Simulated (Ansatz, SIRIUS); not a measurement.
**Ta: programs and potentials compared**

```
Ta
1.0
     0.00000    2.11000    2.11000
     2.11000    0.00000    2.11000
     2.11000    2.11000    0.00000
Ta
1
Direct
  0.00000 0.00000 0.00000
```

This isn't the form of Ta at room conditions, which is bcc.

Alike in all runs: task single point; functional PBEsol; k mesh 11 × 11 × 11; occupations fermi-dirac, width 0.05 eV; no spin polarisation; no spin-orbit coupling. Pressure is positive in compression and, in plane waves, holds the error of the finite cutoff, which Ansatz's Pulay term estimates and takes out.

```json
{"program and potentials": "Ansatz, Ansatz PAW", "plane-wave cutoff (eV)": "420", "notes": "potentials made for PBE, which Ansatz adapts in part; Pulay term of +0.06 GPa included", "pressure (GPa)": "-5.59"}
{"program and potentials": "Ansatz, all-electron LAPW, scalar-relativistic", "plane-wave cutoff (eV)": "-", "notes": "-", "pressure (GPa)": "-5.59"}
{"program and potentials": "SIRIUS, PseudoDojo 0.4.1 PBEsol standard (scalar relativistic)", "plane-wave cutoff (eV)": "807", "notes": "-", "pressure (GPa)": "-5.47"}
```

The pressure spans -5.59 (Ansatz, Ansatz PAW) to -5.47 GPa (SIRIUS, PseudoDojo 0.4.1 PBEsol standard (scalar relativistic)), with all-electron results at -5.59.

The functional is the same throughout but for its coding, so the spread measures potentials, basis and numerics; runs on potential files found faulty are left out.
